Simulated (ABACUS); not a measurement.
The system is Mo.

```
CELL_PARAMETERS angstrom
-1.58381 1.58381 1.58381
1.58381 -1.58381 1.58381
1.58381 1.58381 -1.58381
ATOMIC_POSITIONS crystal
Mo 0.00000 0.00000 0.00000
```

```yaml
Program: ABACUS 3.10.1
Task: single point
Functional: PBE
Potentials_or_basis: PseudoDojo NC SR 0.4.1 PBE standard
Cutoff: 1102 eV
Density_cutoff: 4408 eV
Basis: plane waves
k_mesh: 12 × 12 × 12
Occupations: fermi-dirac, width 0.05 eV
Spin: no spin polarisation
```

On this cell: pressure -1.5 GPa; band gap on the k mesh none (metal or under the smearing width).

The same run follows on a disturbed copy (cell strained at random at fixed volume):

```
Mo
1.0
    -1.59439    1.59130    1.58454
     1.61239   -1.54306    1.55430
     1.60659    1.55526   -1.53630
Mo
1
Direct
  0.99511 0.97150 0.97202
```

**Question.** What does the disturbed cell give?

**Answer.** The energy (extrapolated to zero smearing) moves by +12.4 meV/atom; pressure -1.3 GPa; band gap on the k mesh none (metal or under the smearing width).

Stress tensor (GPa, compression positive):
```
-6.53 -0.83 -1.27
-0.83  0.91 -3.21
-1.27 -3.21  1.81
```
